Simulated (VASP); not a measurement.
Wanted: the native input for a VASP 6.6.1 run.

| Item | Value |
| --- | --- |
| Task | single point |
| Functional | PBEsol |
| Potentials or basis | VASP PAW PBE potentials, release 64 (Ta_pv) |
| Cutoff | 520 eV |
| k mesh | 6 × 6 × 2 |
| Occupations | gaussian, width 0.1 eV |
| Spin | no spin polarisation |
| Dipole correction | no |
| Further INCAR settings | ALGO = Normal; EDIFF = 1e-06; NBANDS = 30 |

The structure of Ta lies in POSCAR:

```
Ta
1.0
    3.2332056251      0.0000000000      0.0000000000
   -1.6166028125      2.8000382069      0.0000000000
    0.0000000000      0.0000000000      8.8058852390
Ta
4
Direct
    0.0000000000      0.0000000000      0.2500000000
    0.0000000000      0.0000000000      0.7500000000
    0.3333333333      0.6666666667      0.7500000000
    0.6666666667      0.3333333333      0.2500000000
```

The cell was built by a generator and needn't be a form met in nature.

The input as run:

INCAR

```
SYSTEM = Ta
ALGO = Normal
EDIFF = 1E-6
ENCUT = 520
GGA = PS
ISIF = 2
ISMEAR = 0
LASPH = .TRUE.
LCHARG = .TRUE.
LELF = .TRUE.
LREAL = .FALSE.
LVHAR = .TRUE.
LWAVE = .FALSE.
NBANDS = 30
NELM = 100
PREC = Accurate
SIGMA = 0.1
```

KPOINTS

```
k-points
0
G
  6 6 2
  0 0 0
```

Potentials or basis: VASP PAW PBE potentials, release 64 (Ta_pv).

Command:

```console
$ cat potpaw_PBE.64/Ta_pv/POTCAR > POTCAR
$ mpirun -np 1 vasp_std > vasp.out
```

Results of the run:

```json
{"Pressure": "188.7 GPa", "Band gap on the k mesh": "none (metal or under the smearing width)"}
```

Caveat: the k mesh is coarse (spacing up to 0.37 Å⁻¹), so the values aren't converged; a pressure of tens of GPa on the cell as given is suspect, and the run, the potentials or the cell itself is likely at fault; the PAW data sets were made with another functional, which shifts forces and pressure a little.

It took 12 s on 1 thread of Intel(R) Xeon(R) 6975P-C (Granite Rapids), on a shared host, peak memory 0.19 GiB.
